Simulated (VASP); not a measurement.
# KI (Fm-3m) in VASP: a series of runs

One crystal, KI, is run at these levels: PBEsol, PBE; tasks: relaxation of cell and atoms.

Program: VASP 6.6.1. These are calculated values, not measurements. Logs are shortened: lines on timing, memory, paths and dates and some standing lists are left out, and cuts for length are marked.

### Step 1. The structure

The structure is cubic, space group Fm-3m (No. 225). The conventional cell has a = 7.016 Å, b = 7.016 Å, c = 7.016 Å, α = 90.00°, β = 90.00°, γ = 90.00°. K (site symmetry m-3m) is surrounded by 6 I at 3.51 Å. I (site symmetry m-3m) is surrounded by 6 K at 3.51 Å.

### Step 2. Relaxation of cell and atoms, PBEsol

INCAR

```
ALGO = Normal
EDIFF = 1E-7
EDIFFG = -0.005
ENCUT = 600
GGA = PS
IBRION = 2
ISIF = 3
ISMEAR = 0
KPAR = 4
LASPH = T
LCHARG = F
LREAL = F
LWAVE = F
NELM = 80
NSW = 90
PREC = Accurate
SIGMA = 0.03
```

KPOINTS

```
k-points
0
Gamma
  8 8 8
```

POSCAR

```
KI                                      
1.0
    0.0000000000      3.5081227332      3.5081227332
    3.5081227332     -0.0000000000      3.5081227332
    3.5081227332      3.5081227332      0.0000000000
  K               I             
     1     1
Direct
     0.0000000000000000    0.0000000000000000    0.0000000000000000
     0.5000000000000000    0.5000000000000000    0.5000000000000000
```

Potentials or basis: VASP PAW PBE potentials, release 64 (K_sv, I).

Run with:

```
$ cat potpaw_PBE.64/K_sv/POTCAR potpaw_PBE.64/I/POTCAR > POTCAR
$ mpirun -np 4 vasp_std > vasp.out
```

OUTCAR:

```text
EDIFF = 1E-7
   EDIFFG = -0.005
   ENCUT = 600
   GGA = PS
   IBRION = 2
   ISIF = 3
   ISMEAR = 0
   LASPH = T
   LREAL = F
   NELM = 80
   NSW = 90
   PREC = Accurate

 ion  position               nearest neighbor table
   1  0.000  0.000  0.000-   2 3.51   2 3.51   2 3.51   2 3.51   2 3.51   2 3.51
   2  0.500  0.500  0.500-   1 3.51   1 3.51   1 3.51   1 3.51   1 3.51   1 3.51

  LATTYP: Found a face centered cubic cell.
 ALAT       =     7.0162454664

  Lattice vectors:

 A1 = (   0.0000000000,   3.5081227332,   3.5081227332)
 A2 = (   3.5081227332,   0.0000000000,   3.5081227332)
 A3 = (   3.5081227332,   3.5081227332,   0.0000000000)

Analysis of symmetry for initial positions (statically):
=====================================================================
 Subroutine PRICEL returns:
 Original cell was already a primitive cell.

 Routine SETGRP: Setting up the symmetry group for a
 face centered cubic supercell.

 Subroutine GETGRP returns: Found 48 space group operations
 (whereof 48 operations were pure point group operations)
 out of a pool of 48 trial point group operations.

The static configuration has the point symmetry O_h .

Analysis of symmetry for dynamics (positions and initial velocities):
=====================================================================
 Subroutine PRICEL returns:
 Original cell was already a primitive cell.

 Routine SETGRP: Setting up the symmetry group for a
 face centered cubic supercell.

 Subroutine GETGRP returns: Found 48 space group operations
 (whereof 48 operations were pure point group operations)
 out of a pool of 48 trial point group operations.

The dynamic configuration has the point symmetry O_h .

 Subroutine INISYM returns: Found 48 space group operations
 (whereof 48 operations are pure point group operations),
 and found     1 'primitive' translations

----------------------------------------------------------------------------------------

                                     Primitive cell

  volume of cell :      86.3484

  direct lattice vectors                    reciprocal lattice vectors
     0.000000000  3.508122733  3.508122733    -0.142526370  0.142526370  0.142526370
     3.508122733  0.000000000  3.508122733     0.142526370 -0.142526370  0.142526370
     3.508122733  3.508122733  0.000000000     0.142526370  0.142526370 -0.142526370

  length of vectors
     4.961234748  4.961234748  4.961234748     0.246862915  0.246862915  0.246862915

[... 93 lines left out ...]
   EMIN   =  10.00;   EMAX   =-10.00  energy-range for DOS
   EFERMI =   0.00;   METHOD = LEGACY
   ISMEAR =     0;   SIGMA  =   0.03  broadening in eV -4-tet -1-fermi 0-gaus
   EFERMI_NEDOS =   21; number of points for ismear=-14 and -15
   IALGO  =     38    algorithm
   IMIX   =      4    mixing-type and parameters
     AMIX     =   0.40;   BMIX     =  1.00
     AMIX_MAG =   1.60;   BMIX_MAG =  1.00
  volume/ion in A,a.u.               =      43.17       291.35
  Fermi-wavevector in a.u.,A,eV,Ry     =   0.933319  1.763717 11.851819  0.871084
  Thomas-Fermi vector in A             =   2.060008
   LORBIT       =      0    0 simple, 1 ext, 2 COOP (PROOUT), +10 PAW based schemes
   GGA     = PS    functional components
   LHFCALC =     F    Hartree Fock is set to
   AEXX    =    0.0000 exact exchange contribution
   IVDW    =     0    specifies the selected vdW correction
   LEPSILON=     F    determine dielectric tensor
   LRPA    =     F    only Hartree local field effects (RPA)
 conjugate gradient relaxation of ions
 non-spin polarized calculation
 Gauss-broadening in eV      SIGMA  =   0.03
  energy-cutoff  :      600.00
  volume of cell :       86.35
 maximum number of plane-waves:      2894
   NGX = 19   NGY = 19   NGZ = 19

 number of electron      15.9999999 magnetization

 Free energy of the ion-electron system (eV)
  ---------------------------------------------------
  ext. energy  EPLUGINS =         0.00000000
  ---------------------------------------------------
  free energy    TOTEN  =        -5.81600762 eV

  energy without entropy =       -5.81600762  energy(sigma->0) =       -5.81600762

 E-fermi :  -0.2348     XC(G=0):  -7.4276

 val. band max:       -0.3992625412   @ k =   0.0000   0.0000   0.0000
 cond. band min:       3.4598045640   @ k =   0.0000   0.0000   0.0000
 fundamental gap:      3.8590671053
 Fermi energy:        -0.2347909809

 k-point     1 :       0.0000    0.0000    0.0000
  band No.  band energies     occupation
      1     -28.6888      2.00000
      2     -12.2447      2.00000
      3     -12.2447      2.00000
      4     -12.2447      2.00000
      5     -10.9690      2.00000
      6      -0.3993      2.00000
      7      -0.3993      2.00000
      8      -0.3993      2.00000
      9       3.4598      0.00000
     10       6.0172      0.00000
     11       6.0172      0.00000
     12       6.0172      0.00000
[... 331 lines left out ...]
 k-point    24 :      -0.3750    0.2500    0.1250
  band No.  band energies     occupation
      1     -28.6860      2.00000
      2     -12.3788      2.00000
      3     -12.2643      2.00000
      4     -12.2545      2.00000
      5     -10.6925      2.00000
      6      -1.5725      2.00000
      7      -0.9787      2.00000
      8      -0.8126      2.00000
      9       5.5362      0.00000
     10       6.3653      0.00000
     11       6.9830      0.00000
     12       7.8489      0.00000

 [... further k-points ...]

------------------------ aborting loop because EDIFF is reached ----------------------------------------

  FORCE on cell =-STRESS in cart. coord.  units (eV):
  Direction    XX          YY          ZZ          XY          YZ          ZX
  --------------------------------------------------------------------------------------
  -------------------------------------------------------------------------------------
  Total       -0.0021517     -0.0021517     -0.0021517     -0.0000000     -0.0000000      0.0000000
  in kB       -0.0399238     -0.0399238     -0.0399238     -0.0000000     -0.0000000      0.0000000
  external PRESSURE =      -0.0399238 kB  Pullay stress =       0.0000000 kB

 VOLUME and BASIS-vectors are now :
 -----------------------------------------------------------------------------
  energy-cutoff  :      600.00
  volume of cell :       86.35
      direct lattice vectors                 reciprocal lattice vectors
     0.000000000  3.508122733  3.508122733    -0.142526370  0.142526370  0.142526370
     3.508122733  0.000000000  3.508122733     0.142526370 -0.142526370  0.142526370
     3.508122733  3.508122733  0.000000000     0.142526370  0.142526370 -0.142526370

 POSITION                                       TOTAL-FORCE (eV/Angst)
 -----------------------------------------------------------------------------------
      0.00000      0.00000      0.00000         0.000000      0.000000      0.000000
      3.50812      3.50812      3.50812         0.000000      0.000000     -0.000000
 -----------------------------------------------------------------------------------
    total drift:                                0.000000     -0.000000     -0.000000

  FREE ENERGIE OF THE ION-ELECTRON SYSTEM (eV)
  ---------------------------------------------------
  free  energy   TOTEN  =        -5.8160076227 eV

  energy  without entropy=       -5.8160076227  energy(sigma->0) =       -5.81600762

 reached required accuracy - stopping structural energy minimisation
```

OSZICAR:

```text
N       E                     dE             d eps       ncg     rms          rms(c)
DAV:   1     0.100084434029E+03    0.10008E+03   -0.71249E+03   696   0.126E+03
DAV:   2     0.544595368568E+00   -0.99540E+02   -0.92157E+02   832   0.260E+02
DAV:   3    -0.562044524242E+01   -0.61650E+01   -0.61452E+01   936   0.598E+01
DAV:   4    -0.589728396026E+01   -0.27684E+00   -0.27654E+00  1296   0.109E+01
DAV:   5    -0.589845406337E+01   -0.11701E-02   -0.11701E-02   896   0.775E-01    0.304E+00
DAV:   6    -0.581856645037E+01    0.79888E-01   -0.11068E-01   856   0.244E+00    0.219E+00
DAV:   7    -0.581180306607E+01    0.67634E-02   -0.12257E-01   860   0.220E+00    0.872E-01
DAV:   8    -0.581583724790E+01   -0.40342E-02   -0.16209E-02   852   0.110E+00    0.240E-01
DAV:   9    -0.581571835244E+01    0.11890E-03   -0.63618E-04   916   0.177E-01    0.103E-01
DAV:  10    -0.581600337050E+01   -0.28502E-03   -0.47887E-04   828   0.128E-01    0.922E-02
DAV:  11    -0.581600614784E+01   -0.27773E-05   -0.68217E-05   900   0.536E-02    0.140E-02
DAV:  12    -0.581600656501E+01   -0.41717E-06   -0.39961E-06   892   0.205E-02    0.100E-02
DAV:  13    -0.581600744257E+01   -0.87756E-06   -0.10313E-06   840   0.779E-03    0.412E-03
DAV:  14    -0.581600760267E+01   -0.16009E-06   -0.18809E-07   860   0.353E-03    0.102E-03
DAV:  15    -0.581600762266E+01   -0.19993E-07   -0.66101E-09   576   0.708E-04
   1 F= -.58160076E+01 E0= -.58160076E+01  d E =-.581601E+01
```

It took 18 s on 4 MPI ranks of Intel Xeon Platinum 8488C (Sapphire Rapids), shared host; peak memory 0.24 GiB.

What came out:

```yaml
Free_energy: -5.8160 eV
Pressure_after_relaxing: 0.0 GPa
Band_gap_on_the_k_mesh: 3.86 eV, direct
```

Final structure:
```xyz
2
Lattice="0.0000 3.5081 3.5081 3.5081 0.0000 3.5081 3.5081 3.5081 0.0000" Properties=species:S:1:pos:R:3 pbc="T T T"
K     0.0000    0.0000    0.0000
I     3.5081    3.5081    3.5081
```

Caveat: the relaxation stopped at its first step, so nothing moved; the PAW data sets were made with another functional, which shifts forces and pressure a little; spin-orbit coupling is left out, which moves the levels of the heavy elements.

### Step 3. Relaxation of cell and atoms, PBE

This run uses another cell than the first one, of 44.09 Å³/atom, 1.021 times its volume.

INCAR

```
SYSTEM = KI
ALGO = Normal
EDIFF = 1E-6
EDIFFG = -0.01
ENCUT = 600
GGA = PE
IBRION = 2
ISIF = 3
ISMEAR = 0
LASPH = .TRUE.
LCHARG = .FALSE.
LREAL = .FALSE.
LWAVE = .FALSE.
NELM = 80
NSW = 90
PREC = Accurate
SIGMA = 0.03
```

KPOINTS

```
k-points
0
G
  8 8 8
  0 0 0
```

POSCAR

```
KI
1.0
    0.0000000000      3.5327750000      3.5327750000
    3.5327750000      0.0000000000      3.5327750000
    3.5327750000      3.5327750000      0.0000000000
K I
1 1
Direct
    0.0000000000      0.0000000000      0.0000000000
    0.5000000000      0.5000000000      0.5000000000
```

Potentials or basis: VASP PAW PBE potentials, release 64 (K_sv, I).

Run with:

```
$ cat potpaw_PBE.64/K_sv/POTCAR potpaw_PBE.64/I/POTCAR > POTCAR
$ mpirun -np 1 vasp_std > vasp.out
```

OUTCAR:

```text
SYSTEM = KI
   EDIFF = 1E-6
   EDIFFG = -0.01
   ENCUT = 600
   GGA = PE
   IBRION = 2
   ISIF = 3
   ISMEAR = 0
   LASPH = .TRUE.
   LREAL = .FALSE.
   NELM = 80
   NSW = 90
   PREC = Accurate

 ion  position               nearest neighbor table
   1  0.000  0.000  0.000-   2 3.53   2 3.53   2 3.53   2 3.53   2 3.53   2 3.53
   2  0.500  0.500  0.500-   1 3.53   1 3.53   1 3.53   1 3.53   1 3.53   1 3.53

  LATTYP: Found a face centered cubic cell.
 ALAT       =     7.0655500000

  Lattice vectors:

 A1 = (   0.0000000000,   3.5327750000,   3.5327750000)
 A2 = (   3.5327750000,   0.0000000000,   3.5327750000)
 A3 = (   3.5327750000,   3.5327750000,   0.0000000000)

Analysis of symmetry for initial positions (statically):
=====================================================================
 Subroutine PRICEL returns:
 Original cell was already a primitive cell.

 Routine SETGRP: Setting up the symmetry group for a
 face centered cubic supercell.

 Subroutine GETGRP returns: Found 48 space group operations
 (whereof 48 operations were pure point group operations)
 out of a pool of 48 trial point group operations.

The static configuration has the point symmetry O_h .

Analysis of symmetry for dynamics (positions and initial velocities):
=====================================================================
 Subroutine PRICEL returns:
 Original cell was already a primitive cell.

 Routine SETGRP: Setting up the symmetry group for a
[... 268 lines left out ...]
  ext. energy  EPLUGINS =         0.00000000
  ---------------------------------------------------
  free energy    TOTEN  =        -5.56514228 eV

  energy without entropy =       -5.56514228  energy(sigma->0) =       -5.56514228

 E-fermi :  -0.4686     XC(G=0):  -6.9766

 val. band max:       -0.6745295605   @ k =   0.0000   0.0000   0.0000
 cond. band min:       3.1719314317   @ k =   0.0000   0.0000   0.0000
 fundamental gap:      3.8464609922
 Fermi energy:        -0.4685639273

 k-point     1 :       0.0000    0.0000    0.0000
  band No.  band energies     occupation
      1     -29.2721      2.00000
      2     -12.7537      2.00000
      3     -12.7537      2.00000
      4     -12.7537      2.00000
      5     -11.1028      2.00000
      6      -0.6745      2.00000
      7      -0.6745      2.00000
      8      -0.6745      2.00000
      9       3.1719      0.00000
     10       5.8377      0.00000
     11       5.8377      0.00000
     12       5.8377      0.00000
[... 331 lines left out ...]
 k-point    24 :      -0.3750    0.2500    0.1250
  band No.  band energies     occupation
      1     -29.2703      2.00000
      2     -12.8325      2.00000
      3     -12.7673      2.00000
      4     -12.7606      2.00000
      5     -10.9113      2.00000
      6      -1.6848      2.00000
      7      -1.1669      2.00000
      8      -1.0201      2.00000
      9       5.3030      0.00000
     10       6.1283      0.00000
     11       6.5109      0.00000
     12       7.4871      0.00000

 [... further k-points ...]

------------------------ aborting loop because EDIFF is reached ----------------------------------------

  FORCE on cell =-STRESS in cart. coord.  units (eV):
  Direction    XX          YY          ZZ          XY          YZ          ZX
  --------------------------------------------------------------------------------------
  -------------------------------------------------------------------------------------
  Total        0.0003200      0.0003200      0.0003200      0.0000000     -0.0000000      0.0000000
  in kB        0.0055202      0.0055202      0.0055202      0.0000000     -0.0000000      0.0000000
  external PRESSURE =       0.0055202 kB  Pullay stress =       0.0000000 kB
[... 17 lines left out ...]
  FREE ENERGIE OF THE ION-ELECTRON SYSTEM (eV)
  ---------------------------------------------------
  free  energy   TOTEN  =        -5.5651422817 eV

  energy  without entropy=       -5.5651422817  energy(sigma->0) =       -5.56514228

 reached required accuracy - stopping structural energy minimisation
```

OSZICAR:

```text
N       E                     dE             d eps       ncg     rms          rms(c)
DAV:   1     0.103556462502E+03    0.10356E+03   -0.72581E+03   696   0.128E+03
DAV:   2     0.137194757068E+01   -0.10218E+03   -0.95267E+02   828   0.259E+02
DAV:   3    -0.532706604372E+01   -0.66990E+01   -0.66722E+01   896   0.622E+01
[... 33 lines left out ...]
DAV:   2    -0.556557247028E+01    0.15618E-02   -0.35857E-03   908   0.545E-01    0.113E-01
DAV:   3    -0.556511674463E+01    0.45573E-03   -0.13954E-03  1204   0.290E-01    0.896E-02
DAV:   4    -0.556513547239E+01   -0.18728E-04   -0.28936E-05  1120   0.437E-02    0.356E-02
DAV:   5    -0.556514199412E+01   -0.65217E-05   -0.47222E-05  1296   0.387E-02    0.703E-03
DAV:   6    -0.556514228173E+01   -0.28760E-06   -0.33707E-07   584   0.589E-03
   4 F= -.55651423E+01 E0= -.55651423E+01  d E =-.858093E-02
```

It took 65 s on 1 thread of Intel Xeon 6975P-C (Granite Rapids), shared host; peak memory 0.27 GiB.

What came out:

```yaml
Free_energy: -5.5651 eV
Relaxed_volume: 46.44 Å³/atom
Relaxed_cell: a = 5.083 Å, b = 5.083 Å, c = 5.083 Å, α = 60.00°, β = 60.00°, γ = 60.00°
Space_group_after_relaxing_to_0.05_Å: Fm-3m (No. 225)
Energy_gained_by_relaxing: 4.3 meV/atom
Ionic_steps: 4
Pressure_after_relaxing: 0.0 GPa
Band_gap_on_the_k_mesh: 3.85 eV, direct
```

The path:
```csv
step,energy change (eV),largest force (eV/Å),pressure (GPa),volume (Å³)
1,0.0000,0.0000,0.62,88.18
2,-0.0063,0.0000,0.31,90.38
3,-0.0085,0.0000,-0.05,93.30
4,-0.0086,0.0000,0.00,92.88
```

Final structure:
```
CELL_PARAMETERS angstrom
0.00000 3.59439 3.59439
3.59439 0.00000 3.59439
3.59439 3.59439 0.00000
ATOMIC_POSITIONS crystal
K 0.00000 0.00000 0.00000
I 0.50000 0.50000 0.50000
```

Levels at points of the mesh, in eV from the valence-band top:
| k point | band 5 | band 6 | band 7 | band 8 | band 9 | band 10 | band 11 | band 12 |
| --- | --- | --- | --- | --- | --- | --- | --- | --- |
| (0.00, 0.00, 0.00) | -10.43 | 0.00 | 0.00 | 0.00 | 3.85 | 6.51 | 6.51 | 6.51 |
| (0.50, 0.00, 0.00) | -10.21 | -1.21 | -0.30 | -0.30 | 5.47 | 7.55 | 8.04 | 8.04 |
| (0.50, 0.50, 0.00) | -10.31 | -0.92 | -0.34 | -0.34 | 5.01 | 5.65 | 8.04 | 8.55 |

Caveat: spin-orbit coupling is left out, which moves the levels of the heavy elements.
